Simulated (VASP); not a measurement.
# B (Pmmn) in VASP: settings compared

One crystal, B, is run at these levels: PBE, LDA, HSE03+TS; tasks: relaxation of cell and atoms, atomic charges.

Everything below comes from runs of VASP 6.6.1. Logs are shortened: lines on timing, memory, paths and dates and some standing lists are left out, and cuts for length are marked.

## (1) The structure

Symmetry: Pmmn, No. 59, orthorhombic system. The conventional cell has a = 1.625 Å, b = 2.866 Å, c = 3.914 Å, α = 90.00°, β = 90.00°, γ = 90.00°. B (site symmetry mm2) has 6 B at 1.62 to 1.86 Å as nearest neighbours.

The cell was built by a generator and needn't be a form met in nature.

## (2) Relaxation of cell and atoms, PBE

INCAR reads:

```
PREC     = Accurate       # precision mode
ENCUT    = 600            # plane-wave cutoff, eV
EDIFF    = 1E-7           # SCF threshold, eV
ISMEAR   = 0              # smearing method
SIGMA    = 0.05           # smearing width, eV
LREAL    = False          # projectors in reciprocal space
LASPH    = True           # aspherical terms in the spheres
NELM     = 60             # most SCF steps
ALGO     = Fast           # electronic algorithm
ISIF     = 3              # what is computed and relaxed
LWAVE    = False          # write WAVECAR
LCHARG   = False          # write CHGCAR
GGA      = PE             # functional
IBRION   = 2              # ionic algorithm
NSW      = 40             # ionic steps
EDIFFG   = -0.005         # ionic threshold
```

KPOINTS reads:

```
regular mesh
0
Gamma
  16 9 7
```

POSCAR reads:

```
B
1.0
    1.6245600000      0.0000000000      0.0000000000
    0.0000000000      2.8661500000      0.0000000000
    0.0000000000      0.0000000000      3.9144000000
B
2
Direct
    0.0000000000      0.5000000000      0.6092600000
    0.5000000000      0.0000000000      0.3907400000
```

Potentials or basis: VASP PAW PBE potentials, release 64 (B).

Run with:

```bash
$ cat potpaw_PBE.64/B/POTCAR > POTCAR
$ mpirun -np 1 vasp_std > vasp.out
```

OUTCAR:

```text
PREC = Accurate
   ENCUT = 600
   EDIFF = 1E-7
   ISMEAR = 0
   LREAL = False
   LASPH = True
   NELM = 60
   ISIF = 3
   GGA = PE
   IBRION = 2
   NSW = 40
   EDIFFG = -0.005

 ion  position               nearest neighbor table
   1  0.000  0.500  0.609-   2 1.86   2 1.86   2 1.86   2 1.86
   2  0.500  0.000  0.391-   1 1.86   1 1.86   1 1.86   1 1.86

  LATTYP: Found a simple orthorhombic cell.
 ALAT       =     1.6245600000
 B/A-ratio  =     1.7642623233
 C/A-ratio  =     2.4095139607

  Lattice vectors:

 A1 = (   1.6245600000,   0.0000000000,   0.0000000000)
 A2 = (   0.0000000000,   2.8661500000,   0.0000000000)
 A3 = (   0.0000000000,   0.0000000000,   3.9144000000)

Analysis of symmetry for initial positions (statically):
=====================================================================
 Subroutine PRICEL returns:
 Original cell was already a primitive cell.

 Routine SETGRP: Setting up the symmetry group for a
 simple orthorhombic supercell.

 Subroutine GETGRP returns: Found  8 space group operations
 (whereof  4 operations were pure point group operations)
 out of a pool of  8 trial point group operations.

The static configuration has the point symmetry C_2v.
 The point group associated with its full space group is D_2h.

Analysis of symmetry for dynamics (positions and initial velocities):
=====================================================================
 Subroutine PRICEL returns:
 Original cell was already a primitive cell.

 Routine SETGRP: Setting up the symmetry group for a
 simple orthorhombic supercell.

 Subroutine GETGRP returns: Found  8 space group operations
 (whereof  4 operations were pure point group operations)
 out of a pool of  8 trial point group operations.

The dynamic configuration has the point symmetry C_2v.
 The point group associated with its full space group is D_2h.

 Subroutine INISYM returns: Found  8 space group operations
 (whereof  4 operations are pure point group operations),
 and found     1 'primitive' translations

----------------------------------------------------------------------------------------

                                     Primitive cell

  volume of cell :      18.2264

[... 114 lines left out ...]
   LHFCALC =     F    Hartree Fock is set to
   AEXX    =    0.0000 exact exchange contribution
   IVDW    =     0    specifies the selected vdW correction
   LEPSILON=     F    determine dielectric tensor
   LRPA    =     F    only Hartree local field effects (RPA)
 conjugate gradient relaxation of ions
 non-spin polarized calculation
 RMM-DIIS sequential band-by-band and
 Gauss-broadening in eV      SIGMA  =   0.05
  energy-cutoff  :      600.00
  volume of cell :       18.23
 maximum number of plane-waves:       624
 NGX is ok and might be reduce to    14
   NGX =  7   NGY = 11   NGZ = 15

--------------------------------------- Ionic step        1  -------------------------------------------

 number of electron       6.0000000 magnetization

 Free energy of the ion-electron system (eV)
  ---------------------------------------------------
  ext. energy  EPLUGINS =         0.00000000
  ---------------------------------------------------
  free energy    TOTEN  =       -12.45656297 eV

  energy without entropy =      -12.45612820  energy(sigma->0) =      -12.45634559

------------------------ aborting loop because EDIFF is reached ----------------------------------------

  FORCE on cell =-STRESS in cart. coord.  units (eV):
  Direction    XX          YY          ZZ          XY          YZ          ZX
  --------------------------------------------------------------------------------------
  -------------------------------------------------------------------------------------
  Total       -0.1013363      0.2297248     -0.0908042      0.0000000      0.0000000      0.0000000
  in kB       -8.9079114     20.1938293     -7.9820913      0.0000000      0.0000000      0.0000000
  external PRESSURE =       1.1012755 kB  Pullay stress =       0.0000000 kB
[... 89 lines left out ...]
  FREE ENERGIE OF THE ION-ELECTRON SYSTEM (eV)
  ---------------------------------------------------
  free  energy   TOTEN  =       -12.4573578878 eV

  energy  without entropy=      -12.4571196820  energy(sigma->0) =      -12.45723878

[... ionic steps 4 to 19 ...]

--------------------------------------- Ionic step       20  -------------------------------------------

 number of electron       6.0000000 magnetization

------------------------ aborting loop because EDIFF is reached ----------------------------------------
[... 67 lines left out ...]
--------------------------------------- Ionic step       22  -------------------------------------------

 number of electron       6.0000000 magnetization

 Free energy of the ion-electron system (eV)
  ---------------------------------------------------
  ext. energy  EPLUGINS =         0.00000000
  ---------------------------------------------------
  free energy    TOTEN  =       -12.45806089 eV

  energy without entropy =      -12.45786416  energy(sigma->0) =      -12.45796253

 E-fermi :   4.5139     XC(G=0): -10.4209

 val. band max:        4.4893348298   @ k =   0.3750   0.2222   0.4286
 cond. band min:       4.6016026532   @ k =   0.0000   0.1111   0.2857
 fundamental gap:      0.1122678234
 Fermi energy:         4.5138647037

 k-point     1 :       0.0000    0.0000    0.0000
  band No.  band energies     occupation
      1     -11.5787      2.00000
      2      -1.1581      2.00000
      3      -0.8874      2.00000
      4       2.1720      2.00000
      5       7.3398      0.00000
      6      12.9287      0.00000
      7      16.2127      0.00000
[... 221 lines left out ...]
 k-point    24 :       0.3125    0.2222    0.0000
  band No.  band energies     occupation
      1      -7.1063      2.00000
      2      -0.3731      2.00000
      3       3.5884      2.00000
      4       7.5845      0.00000
      5      10.7126      0.00000
      6      13.1849      0.00000
      7      16.7824      0.00000

 [... further k-points ...]

------------------------ aborting loop because EDIFF is reached ----------------------------------------

  FORCE on cell =-STRESS in cart. coord.  units (eV):
  Direction    XX          YY          ZZ          XY          YZ          ZX
  --------------------------------------------------------------------------------------
  -------------------------------------------------------------------------------------
  Total       -0.0046710     -0.0092056     -0.0036899      0.0000000      0.0000000      0.0000000
  in kB       -0.4179127     -0.8236243     -0.3301342      0.0000000      0.0000000      0.0000000
  external PRESSURE =      -0.5238904 kB  Pullay stress =       0.0000000 kB
[... 17 lines left out ...]
  FREE ENERGIE OF THE ION-ELECTRON SYSTEM (eV)
  ---------------------------------------------------
  free  energy   TOTEN  =       -12.4580608911 eV

  energy  without entropy=      -12.4578641618  energy(sigma->0) =      -12.45796253

 reached required accuracy - stopping structural energy minimisation
```

OSZICAR:

```text
N       E                     dE             d eps       ncg     rms          rms(c)
DAV:   1     0.546692802845E+01    0.54669E+01   -0.34258E+03  2590   0.827E+02
DAV:   2    -0.130276323320E+02   -0.18495E+02   -0.17709E+02  3682   0.118E+02
DAV:   3    -0.131682655204E+02   -0.14063E+00   -0.14008E+00  2905   0.123E+01
[... 152 lines left out ...]
RMM:   5    -0.124580597635E+02   -0.48612E-07   -0.10585E-07  1982   0.275E-03
  21 F= -.12458060E+02 E0= -.12457961E+02  d E =-.547850E-04
       N       E                     dE             d eps       ncg     rms          rms(c)
DAV:   1    -0.124580608615E+02   -0.11466E-05   -0.26884E-06  3612   0.195E-02    0.100E-03
RMM:   2    -0.124580608911E+02   -0.29604E-07   -0.19878E-08  1320   0.148E-03
  22 F= -.12458061E+02 E0= -.12457963E+02  d E =-.112754E-05
```

Wall time 67 s (1 thread of Intel Xeon 6975P-C (Granite Rapids), shared host); peak memory 0.15 GiB.

What came out:

- Free energy: -12.4581 eV
- Relaxed volume: 8.95 Å³/atom
- Relaxed cell: a = 1.625 Å, b = 2.879 Å, c = 3.829 Å, α = 90.00°, β = 90.00°, γ = 90.00°
- Space group after relaxing (to 0.05 Å): Pmmn (No. 59)
- Energy gained by relaxing: 0.7 meV/atom
- Ionic steps: 22
- Pressure after relaxing: -0.1 GPa
- Band gap on the k mesh: none (metal or under the smearing width)

Step by step:
| step | energy change (eV) | largest force (eV/Å) | pressure (GPa) | volume (Å³) |
| --- | --- | --- | --- | --- |
| 1 | 0.0000 | 0.0317 | 0.11 | 18.23 |
| 2 | -0.0008 | 0.0063 | 0.31 | 18.24 |
| 3 | -0.0008 | 0.0138 | 0.28 | 18.24 |
| 4 | -0.0008 | 0.0008 | -0.71 | 18.28 |
| 5 | -0.0009 | 0.0058 | -0.28 | 18.26 |
| 6 | -0.0010 | 0.0064 | -0.17 | 18.23 |
| 7 | -0.0010 | 0.0166 | -0.06 | 18.20 |
| 8 | -0.0010 | 0.0192 | -0.03 | 18.19 |
| 9 | -0.0011 | 0.0180 | 0.01 | 18.16 |
| 10 | -0.0012 | 0.0131 | 0.11 | 18.08 |
| 11 | -0.0013 | 0.0089 | 0.35 | 17.91 |
| 12 | -0.0013 | 0.0085 | 0.24 | 17.98 |
| 13 | -0.0013 | 0.0079 | 0.22 | 17.98 |
| 14 | -0.0014 | 0.0059 | 0.18 | 17.96 |
| 15 | -0.0014 | 0.0041 | 0.09 | 17.93 |
| 16 | -0.0014 | 0.0055 | -0.08 | 17.86 |
| 17 | -0.0014 | 0.0045 | -0.01 | 17.89 |
| 18 | -0.0015 | 0.0037 | -0.02 | 17.89 |
| 19 | -0.0015 | 0.0012 | -0.05 | 17.90 |
| 20 | -0.0015 | 0.0030 | -0.12 | 17.92 |
| 21 | -0.0015 | 0.0003 | -0.08 | 17.91 |
| 22 | -0.0015 | 0.0000 | -0.05 | 17.91 |

Final structure:
```
CELL_PARAMETERS angstrom
1.62485 0.00000 0.00000
0.00000 2.87852 0.00000
0.00000 0.00000 3.82869
ATOMIC_POSITIONS crystal
B 0.00000 0.50000 0.61009
B 0.50000 0.00000 0.38991
```

Caveat: this functional lacks dispersion, which binds the layers, so the pressure and a relaxed spacing across them are unreliable.

## (3) Relaxation of cell and atoms, LDA

INCAR reads:

```
SYSTEM = B
ALGO = Normal ; EDIFF = 1E-7
EDIFFG = -0.02 ; ENCUT = 600
GGA = CA ; IBRION = 2
ISIF = 3 ; ISMEAR = 0
LASPH = .True. ; LCHARG = .False.
LREAL = .False. ; LWAVE = .False.
NELM = 100 ; NSW = 40
PREC = Accurate ; SIGMA = 0.05
```

KPOINTS reads:

```
k-points
0
Gamma
  16 9 7
  0 0 0
```

POSCAR is that of step 2.

Potentials or basis: VASP PAW LDA potentials, release 64 (B).

Run with:

```bash
$ cat potpaw_LDA.64/B/POTCAR > POTCAR
$ mpirun -np 1 vasp_std > vasp.out
```

Run time: 46 s. Hardware: 1 thread of Intel Xeon 6975P-C (Granite Rapids), shared host; peak memory 0.13 GiB.

It converged, with:

```yaml
Free_energy: -13.9270 eV
Relaxed_volume: 8.16 Å³/atom
Relaxed_cell: a = 1.618 Å, b = 2.823 Å, c = 3.570 Å, α = 90.00°, β = 90.00°, γ = 90.00°
Space_group_after_relaxing_to_0.05_Å: Pmmn (No. 59)
Energy_gained_by_relaxing: 17.0 meV/atom
Ionic_steps: 14
Pressure_after_relaxing: 0.1 GPa
Largest_force_after_relaxing: 0.013 eV/Å
Band_gap_on_the_k_mesh: none (metal or under the smearing width)
```

Forces on the atoms (eV/Å):
```
B    0.000  0.000  0.013
B    0.000  0.000 -0.013
```

Stress tensor (GPa, compression positive):
```
-0.02  0.00  0.00
 0.00 -0.06  0.00
 0.00  0.00  0.38
```

The path:
| step | energy change (eV) | largest force (eV/Å) | pressure (GPa) | volume (Å³) |
| --- | --- | --- | --- | --- |
| 1 | 0.0000 | 0.2343 | -6.06 | 18.23 |
| 2 | -0.0016 | 0.0885 | 5.31 | 17.33 |
| 3 | -0.0110 | 0.0773 | -0.39 | 17.75 |
| 4 | -0.0186 | 0.0576 | -0.27 | 17.49 |
| 5 | -0.0192 | 0.0871 | -0.23 | 17.43 |
| 6 | -0.0200 | 0.1230 | -0.18 | 17.30 |
| 7 | -0.0173 | 0.3028 | 0.26 | 17.05 |
| 8 | -0.0201 | 0.1324 | -0.17 | 17.28 |
| 9 | -0.0251 | 0.1415 | -1.19 | 17.13 |
| 10 | -0.0278 | 0.1649 | -2.40 | 16.94 |
| 11 | -0.0307 | 0.1454 | -1.14 | 16.73 |
| 12 | -0.0321 | 0.1287 | 0.62 | 16.46 |
| 13 | -0.0339 | 0.0414 | 0.23 | 16.35 |
| 14 | -0.0341 | 0.0128 | 0.10 | 16.31 |

Final structure:
```yaml
crystal:
  lattice:
    - [1.61844, 0.00000, 0.00000]
    - [0.00000, 2.82268, 0.00000]
    - [0.00000, 0.00000, 3.57024]
  atoms:
    - { symbol: B, position: [0.00000, 0.50000, 0.61349] }
    - { symbol: B, position: [0.50000, 0.00000, 0.38651] }
```

Levels at points of the mesh, in eV from the Fermi level:
```tsv
k point	band 1	band 2	band 3	band 4	band 5	band 6
(0.00, 0.00, 0.00)	-16.37	-5.57	-5.23	-2.54	3.28	9.21
(0.50, 0.00, 0.00)	-7.30	-7.30	6.76	6.76	7.28	7.28
```

## (4) Atomic charges, HSE03+TS, collinear spin, ferromagnetic start

POSCAR is that of step 3.

INCAR.step1 reads:

```
ALGO = Normal ; AMIX = 0.2
EDIFF = 1E-5 ; ENCUT = 600
GGA = PE ; ISIF = 2
ISMEAR = -5 ; ISPIN = 2
LASPH = True ; LCHARG = False
LREAL = False ; LWAVE = True
MAGMOM = 0.5 0.5 ; NELM = 60
PREC = Accurate ; SIGMA = 0.05
```

INCAR.step2 reads:

```
ALGO = Normal ; AMIX = 0.2
EDIFF = 1E-6 ; ENCUT = 600
GGA = PE ; HFSCREEN = 0.3
ISIF = 2 ; ISMEAR = -5
ISPIN = 2 ; ISTART = 1
IVDW = 2 ; LASPH = True
LCHARG = False ; LHFCALC = True
LORBIT = 11 ; LREAL = False
LWAVE = False ; MAGMOM = 0.5 0.5
NELM = 60 ; PREC = Accurate
PRECFOCK = Fast ; SIGMA = 0.05
```

KPOINTS reads:

```
k-points
0
Gamma
  5 3 3
```

Potentials or basis: VASP PAW PBE potentials, release 64 (B).

Run with:

```bash
$ cat potpaw_PBE.64/B/POTCAR > POTCAR
$ cp INCAR.step1 INCAR
$ mpirun -np 1 vasp_std > vasp.out
$ cp INCAR.step2 INCAR
$ mpirun -np 1 vasp_std > vasp.out
```

It took 38 s on 1 thread of Intel Xeon 6975P-C (Granite Rapids), shared host; peak memory 0.22 GiB.

These settings aren't checked as converged: the numbers below hold their error.

Results:

* Free energy: -13.7628 eV
* Pressure: -6.6 GPa
* Largest force: 0.105 eV/Å
* Band gap on the k mesh: none (metal or under the smearing width)
* Net moment: 0.00 μB per cell
* Valence electrons inside the program's atomic spheres: B 2.02
* Dispersion energy per atom: -0.213 eV

Caveat: the k mesh is coarse (spacing up to 0.77 Å⁻¹), so the values aren't converged, least of all with exact exchange; atom-pairwise D2, TS and ULG terms overbind metals; the PAW data sets were made with another functional, which shifts forces and pressure a little; tetrahedron occupations give inexact forces and stress in metals.
